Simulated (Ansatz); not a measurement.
# HfN in Ansatz: the effect of target pressure

HfN:

```
Hf N
1.0
     0.00000    2.25600    2.25600
     2.25600    0.00000    2.25600
     2.25600    2.25600    0.00000
Hf N
1 1
Cartesian
  0.0000 0.0000 0.0000
  2.2560 2.2560 2.2560
```

Alike in all runs:

| Quantity | Value |
| --- | --- |
| Program | Ansatz 0.2.0 |
| Task | relaxation of cell and atoms |
| Functional | PBEsol |
| Potentials or basis | all-electron LAPW, scalar-relativistic |
| Basis error allowed | 0.001 eV/atom |
| k mesh | 10 × 10 × 10 |
| Occupations | fermi-dirac, width 0.05 eV |
| Spin | no spin polarisation |

Each run relaxes the cell or the atoms first.

Task: One run gave: relaxed volume 11.41 Å³/atom. Which target pressure did it use?
A. 5 GPa
B. 0 GPa
C. 10 GPa
D. 30 GPa
E. 20 GPa

Result: B.

```tsv
target pressure	relaxed volume (Å³/atom)
0 GPa	11.41
5 GPa	11.21
10 GPa	11.04
20 GPa	10.72
30 GPa	10.45
```
